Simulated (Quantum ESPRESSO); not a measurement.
## MnO: Hubbard U from linear response under several settings

```
Mn O
1.0
     0.00000    2.22391    2.22391
     2.22391    0.00000    2.22391
     2.22391    2.22391    0.00000
Mn O
1 1
Direct
  0.00000 0.00000 0.00000
  0.50000 0.50000 0.50000
```

The cell is a database's computed one.

All runs used Quantum ESPRESSO 7.5; collinear spin, ferromagnetic start; occupations fermi-dirac, width 0.05 eV.

```csv
level,potentials,k mesh (s: shifted),geometry,cutoff (eV),projectors,U typed (eV),q mesh,with V,state,U computed (eV)
LDA+U,GBRV 1.5 LDA,10 × 10 × 10,given cell,612,atomic,4.0,2 × 2 × 2,no,metal,Mn 2.5
LDA+U,JTH 2.0 LDA,6 × 6 × 6,volume scaled by 1.08,490,ortho-atomic,5.3,2 × 2 × 2,yes,metal,?
```

Task: What stands in the row left open?

Result: U computed Mn 2.3, O 6.9 eV.

Caveats: some runs use coarse meshes; a cell with one magnetic atom can't hold antiferromagnetic order, which such compounds often take; the cutoff lies well under what these potentials need, so the values aren't converged (some runs).

For the row left open. Caveat: the k mesh is coarse (spacing up to 0.40 Å⁻¹), so the values aren't converged; the cutoff lies well under what these potentials need, so the values aren't converged; a cell with one magnetic atom can't hold antiferromagnetic order, which such compounds often take.
